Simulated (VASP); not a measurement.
# Li (Im-3m) in VASP: density of states with PBE+D3(BJ)

Aim: the density of states of Li with PBE+D3(BJ).

All numbers are computed with VASP 6.6.1; they aren't measurements. Logs are shortened: lines on timing, memory, paths and dates and some standing lists are left out, and cuts for length are marked.

## (1) The crystal as given

Symmetry: Im-3m, No. 229, cubic system. Conventional cell: a = 3.324 Å, b = 3.324 Å, c = 3.324 Å, α = 90.00°, β = 90.00°, γ = 90.00°. Around Li (site symmetry m-3m) lie 8 Li at 2.88 Å.

## (2) Density of states, PBE+D3(BJ)

Input file POSCAR:

```
Li
1.0
   -1.6618312031      1.6618312031      1.6618312031
    1.6618312031     -1.6618312031      1.6618312031
    1.6618312031      1.6618312031     -1.6618312031
Li
1
Direct
    0.0000000000      0.0000000000      0.0000000000
```

Input file INCAR.step1:

```
SYSTEM = Li
PREC = Accurate
ENCUT = 520
EDIFF = 1E-6
ISMEAR = 0
SIGMA = 0.1
LREAL = .FALSE.
LASPH = .TRUE.
NELM = 80
ALGO = Fast
ISIF = 2
LWAVE = .FALSE.
LCHARG = .TRUE.
GGA = PE
IVDW = 12
NBANDS = 8
```

Input file KPOINTS.step1:

```
Automatic mesh
0
G
  18 18 18
  0 0 0
```

Input file INCAR.step2:

```
SYSTEM = Li
PREC = Accurate
ENCUT = 520
EDIFF = 1E-6
ISMEAR = -5
SIGMA = 0.1
LREAL = .FALSE.
LASPH = .TRUE.
NELM = 80
ALGO = Fast
ISIF = 2
LWAVE = .FALSE.
LCHARG = .FALSE.
GGA = PE
IVDW = 12
LORBIT = 11
NBANDS = 8
NEDOS = 1001
ICHARG = 11
```

Input file KPOINTS.step2:

```
Automatic mesh
0
G
  27 27 27
  0 0 0
```

Potentials or basis: VASP PAW PBE potentials, release 64 (Li_sv).

Run with:

```sh
$ cat potpaw_PBE.64/Li_sv/POTCAR > POTCAR
$ cp INCAR.step1 INCAR
$ cp KPOINTS.step1 KPOINTS
$ mpirun -np 1 vasp_std > vasp.out
$ cp INCAR.step2 INCAR
$ cp KPOINTS.step2 KPOINTS
$ mpirun -np 1 vasp_std > vasp.out
```

OUTCAR:

```text
SYSTEM = Li
   PREC = Accurate
   ENCUT = 520
   EDIFF = 1E-6
   ISMEAR = -5
   LREAL = .FALSE.
   LASPH = .TRUE.
   NELM = 80
   ISIF = 2
   GGA = PE
   IVDW = 12
   LORBIT = 11
   ICHARG = 11
 IVDW          = 12

 ion  position               nearest neighbor table
   1  0.000  0.000  0.000-

  LATTYP: Found a body centered cubic cell.
 ALAT       =     3.3236624062

  Lattice vectors:

 A1 = (  -1.6618312031,   1.6618312031,   1.6618312031)
 A2 = (   1.6618312031,  -1.6618312031,   1.6618312031)
 A3 = (   1.6618312031,   1.6618312031,  -1.6618312031)

Analysis of symmetry for initial positions (statically):
=====================================================================
 Subroutine PRICEL returns:
 Original cell was already a primitive cell.

 Routine SETGRP: Setting up the symmetry group for a
 body centered cubic supercell.

 Subroutine GETGRP returns: Found 48 space group operations
 (whereof 48 operations were pure point group operations)
 out of a pool of 48 trial point group operations.

The static configuration has the point symmetry O_h .

Analysis of symmetry for dynamics (positions and initial velocities):
=====================================================================
 Subroutine PRICEL returns:
 Original cell was already a primitive cell.

 Routine SETGRP: Setting up the symmetry group for a
 body centered cubic supercell.

 Subroutine GETGRP returns: Found 48 space group operations
 (whereof 48 operations were pure point group operations)
 out of a pool of 48 trial point group operations.

The dynamic configuration has the point symmetry O_h .

 Subroutine INISYM returns: Found 48 space group operations
 (whereof 48 operations are pure point group operations),
 and found     1 'primitive' translations

----------------------------------------------------------------------------------------

                                     Primitive cell

  volume of cell :      18.3578

  direct lattice vectors                    reciprocal lattice vectors
    -1.661831203  1.661831203  1.661831203     0.000000000  0.300872916  0.300872916
     1.661831203 -1.661831203  1.661831203     0.300872916  0.000000000  0.300872916
     1.661831203  1.661831203 -1.661831203     0.300872916  0.300872916  0.000000000

  length of vectors
     2.878376077  2.878376077  2.878376077     0.425498558  0.425498558  0.425498558

  position of ions in fractional coordinates (direct lattice)
     0.000000000  0.000000000  0.000000000

  ion indices of the primitive-cell ions
   primitive index   ion index
                 1           1

----------------------------------------------------------------------------------------

 KPOINTS: Automatic mesh

Automatic generation of k-mesh.
 Grid dimensions read from file:
 generate k-points for:   27   27   27

 Generating k-lattice:

  Cartesian coordinates                     Fractional coordinates (reciprocal lattice)
     0.000000000  0.011143441  0.011143441     0.037037037  0.000000000  0.000000000
     0.011143441  0.000000000  0.011143441     0.000000000  0.037037037  0.000000000
     0.011143441  0.011143441  0.000000000     0.000000000  0.000000000  0.037037037

  Length of vectors
     0.015759206  0.015759206  0.015759206

  Shift w.r.t. Gamma in fractional coordinates (k-lattice)
     0.000000000  0.000000000  0.000000000

 TETIRR: Found  23679 inequivalent tetrahedra from   118098

 Subroutine IBZKPT returns following result:
 ===========================================

 Found    560 irreducible k-points:

 Following reciprocal coordinates:
            Coordinates               Weight
  0.000000  0.000000  0.000000      1.000000
  0.037037  0.000000  0.000000     12.000000
  0.074074  0.000000  0.000000     12.000000
  0.111111  0.000000  0.000000     12.000000
  0.148148  0.000000  0.000000     12.000000
  0.185185  0.000000  0.000000     12.000000
[... 16 lines left out ...]
  0.333333  0.037037  0.000000     48.000000
  0.370370  0.037037  0.000000     48.000000
 [... further k-points ...]
   k-points           NKPTS =    560   k-points in BZ     NKDIM =    560   number of bands    NBANDS=      8
   number of dos      NEDOS =   1001   number of ions     NIONS =      1
   total plane-waves  NPLWV =  13824
   dimension x,y,z NGX =    24 NGY =   24 NGZ =   24
   dimension x,y,z NGXF=    48 NGYF=   48 NGZF=   48
   ions per type =               1
   NGX,Y,Z   is equivalent  to a cutoff of  13.86, 13.86, 13.86 a.u.
   NGXF,Y,Z  is equivalent  to a cutoff of  27.72, 27.72, 27.72 a.u.
 SYSTEM =  Li
   PREC   = accura    normal or accurate (medium, high low for compatibility)
   ISTART =      0    job   : 0-new  1-cont  2-samecut
   ICHARG =     11    charge: 1-file 2-atom 10-const
   ISPIN  =      1    spin polarized calculation?
   LNONCOLLINEAR =      F non collinear calculations
   LSORBIT =      F    spin-orbit coupling
   LASPH  =      T    aspherical Exc in radial PAW
   ENCUT  =  520.0 eV  38.22 Ry    6.18 a.u.   5.35  5.35  5.35*2*pi/ulx,y,z
   NELM   =     80;   NELMIN=  2; NELMDL=  0     # of ELM steps
   EDIFF  = 0.1E-05   stopping-criterion for ELM
   LREAL  =      F    real-space projection
   EDIFFG = 0.1E-04   stopping-criterion for IOM
   NSW    =      0    number of steps for IOM
   IBRION =     -1    ionic relax: 0-MD 1-quasi-New 2-CG
   NFREE  =      0    steps in history (QN), initial steepest desc. (CG)
   ISIF   =      2    stress and relaxation
   ISYM   =      2    0-nonsym 1-usesym 2-fastsym
   POTIM  = 0.5000    time-step for ionic-motion
   TEBEG  =    0.0;   TEEND  =   0.0 temperature during run
   PSTRESS=    0.0 pullay stress
   NELECT =       3.0000    total number of electrons
   NUPDOWN=      -1.0000    fix difference up-down
   EMIN   =  10.00;   EMAX   =-10.00  energy-range for DOS
   EFERMI =   0.00;   METHOD = LEGACY
   ISMEAR =    -5;   SIGMA  =   0.10  broadening in eV -4-tet -1-fermi 0-gaus
   EFERMI_NEDOS =   21; number of points for ismear=-14 and -15
   IALGO  =     68    algorithm
   IMIX   =      4    mixing-type and parameters
     AMIX     =   0.40;   BMIX     =  1.00
     AMIX_MAG =   1.60;   BMIX_MAG =  1.00
  volume/ion in A,a.u.               =      18.36       123.88
  Fermi-wavevector in a.u.,A,eV,Ry     =   0.895038  1.691377 10.899542  0.801094
  Thomas-Fermi vector in A             =   2.017320
   LORBIT       =     11    0 simple, 1 ext, 2 COOP (PROOUT), +10 PAW based schemes
   GGA     = PE    functional components
   LHFCALC =     F    Hartree Fock is set to
   AEXX    =    0.0000 exact exchange contribution
   IVDW    =    12    specifies the selected vdW correction
   LEPSILON=     F    determine dielectric tensor
   LRPA    =     F    only Hartree local field effects (RPA)
 non-spin polarized calculation
 RMM-DIIS sequential band-by-band and
 Fermi weights with tetrahedron method with Bloechl corrections
  energy-cutoff  :      520.00
  volume of cell :       18.36
 maximum number of plane-waves:       531
 NGX is ok and might be reduce to    24

 number of electron       3.0000003 magnetization

 Free energy of the ion-electron system (eV)
  ---------------------------------------------------
  ext. energy  EPLUGINS =         0.00000000
  ---------------------------------------------------
  free energy    TOTEN  =        -1.89517962 eV

  energy without entropy =       -1.89517962  energy(sigma->0) =       -1.89517962

 E-fermi :   0.9389     XC(G=0):  -7.2901

 val. band max:        0.9216278813   @ k =  -0.3704   0.4444   0.1111
 cond. band min:       0.9320286689   @ k =   0.2963   0.1481   0.0741
 fundamental gap:      0.0104007876
 Fermi energy:         0.9388796436

 k-point     1 :       0.0000    0.0000    0.0000
  band No.  band energies     occupation
      1     -45.4526      2.00000
      2      -2.7727      2.00000
      3      16.5903      0.00000
      4      16.5903      0.00000
      5      16.5903      0.00000
      6      21.5716      0.00000
      7      21.5716      0.00000
      8      21.5717      0.00000

 k-point     2 :       0.0370    0.0000    0.0000
  band No.  band energies     occupation
      1     -45.4520      2.00000
      2      -2.7453      2.00000
      3      16.4023      0.00000
      4      16.4341      0.00000
      5      16.5395      0.00000
      6      20.9915      0.00000
      7      21.0705      0.00000
      8      21.8007      0.00000

 k-point     3 :       0.0741    0.0000    0.0000
  band No.  band energies     occupation
      1     -45.4508      2.00000
      2      -2.6649      2.00000
      3      15.8211      0.00000
      4      16.0341      0.00000
      5      16.3890      0.00000
      6      20.0482      0.00000
      7      20.2692      0.00000
      8      21.6770      0.00000

 k-point     4 :       0.1111    0.0000    0.0000
  band No.  band energies     occupation
      1     -45.4490      2.00000
      2      -2.5307      2.00000
      3      14.8772      0.00000
      4      15.5129      0.00000
      5      16.1484      0.00000
      6      19.4142      0.00000
      7      19.4829      0.00000
      8      21.4268      0.00000

 k-point     5 :       0.1481    0.0000    0.0000
  band No.  band energies     occupation
      1     -45.4466      2.00000
      2      -2.3427      2.00000
      3      13.7042      0.00000
      4      14.9566      0.00000
      5      15.8383      0.00000
      6      18.7540      0.00000
      7      19.0582      0.00000
      8      21.3530      0.00000
[... 177 lines left out ...]
 k-point    22 :       0.2963    0.0370   -0.0000
  band No.  band energies     occupation
      1     -45.4322      2.00000
      2      -0.8216      2.00000
      3       8.1867      0.00000
      4      12.7450      0.00000
      5      13.9809      0.00000
      6      16.7744      0.00000
      7      18.9460      0.00000
      8      22.6607      0.00000

 k-point    23 :       0.3333    0.0370    0.0000
  band No.  band energies     occupation
      1     -45.4294      2.00000
      2      -0.3586      2.00000
      3       7.1225      0.00000
      4      12.4438      0.00000
      5      13.7078      0.00000
      6      16.4611      0.00000
      7      19.0647      0.00000
      8      23.1884      0.00000

 k-point    24 :       0.3704    0.0370    0.0000
  band No.  band energies     occupation
      1     -45.4270      2.00000
      2       0.1299      2.00000
      3       6.1622      0.00000
      4      12.2076      0.00000
      5      13.4907      0.00000
      6      16.2157      0.00000
      7      19.1913      0.00000
      8      23.7622      0.00000

 [... further k-points ...]

------------------------ aborting loop because EDIFF is reached ----------------------------------------

 Edisp (eV)   -0.18664

 E8    (eV) :    -0.0776

  FORCE on cell =-STRESS in cart. coord.  units (eV):
  Direction    XX          YY          ZZ          XY          YZ          ZX
  --------------------------------------------------------------------------------------
  -------------------------------------------------------------------------------------
  Total      -0.01050    -0.01050    -0.01050    -0.00000    -0.00000    -0.00000
  in kB      -0.91629    -0.91629    -0.91629    -0.00000    -0.00000    -0.00000
  external pressure =       -0.92 kB  Pullay stress =        0.00 kB

 VOLUME and BASIS-vectors are now :
 -----------------------------------------------------------------------------
  energy-cutoff  :      520.00
  volume of cell :       18.36
      direct lattice vectors                 reciprocal lattice vectors
    -1.661831203  1.661831203  1.661831203     0.000000000  0.300872916  0.300872916
     1.661831203 -1.661831203  1.661831203     0.300872916  0.000000000  0.300872916
     1.661831203  1.661831203 -1.661831203     0.300872916  0.300872916  0.000000000

 POSITION                                       TOTAL-FORCE (eV/Angst)
 -----------------------------------------------------------------------------------
      0.00000      0.00000      0.00000        -0.000000      0.000000      0.000000
 -----------------------------------------------------------------------------------
    total drift:                               -0.000000     -0.000000      0.000000

  FREE ENERGIE OF THE ION-ELECTRON SYSTEM (eV)
  ---------------------------------------------------
  free  energy   TOTEN  =        -2.0818239976 eV

  energy  without entropy=       -2.0818239976  energy(sigma->0) =       -2.08182400

 total charge

# of ion       s       p       d       tot
------------------------------------------
    1        2.037   0.047   0.000   2.084
```

It took 31 s on 1 thread of AMD EPYC 9R45 (Zen 5), shared host; peak memory 0.18 GiB.

What came out:

- Valence electrons inside the program's atomic spheres: Li 2.08
- Dispersion energy per atom: -0.187 eV

States per cell in windows of 1 eV (zero at the Fermi level; states under -8 eV left out):
| from (eV) | total | Li1_p | Li1_s | Li1_d |
| --- | --- | --- | --- | --- |
| -8.0 | 0.00 | 0.00 | 0.00 | 0.00 |
| -7.0 | 0.00 | 0.00 | 0.00 | 0.00 |
| -6.0 | 0.00 | 0.00 | 0.00 | 0.00 |
| -5.0 | 0.00 | 0.00 | 0.00 | 0.00 |
| -4.0 | 0.08 | 0.00 | 0.01 | 0.00 |
| -3.0 | 0.22 | 0.01 | 0.02 | 0.00 |
| -2.0 | 0.31 | 0.01 | 0.02 | 0.00 |
| -1.0 | 0.40 | 0.03 | 0.02 | 0.00 |
| 0.0 | 0.51 | 0.05 | 0.01 | 0.00 |
| 1.0 | 0.30 | 0.03 | 0.00 | 0.00 |
| 2.0 | 0.14 | 0.02 | 0.00 | 0.00 |
| 3.0 | 0.44 | 0.04 | 0.02 | 0.00 |
| 4.0 | 0.50 | 0.05 | 0.02 | 0.00 |
| 5.0 | 0.39 | 0.05 | 0.01 | 0.00 |
| 6.0 | 0.52 | 0.08 | 0.02 | 0.00 |
| 7.0 | 0.53 | 0.09 | 0.03 | 0.00 |

Caveat: the cutoff is under 1.25 times the usual one of these potentials, so pressure, stress and relaxed cells hold a basis-set (Pulay) error; pairwise dispersion overbinds metals, which lowers pressure and volume; tetrahedron occupations give inexact forces and stress in metals.
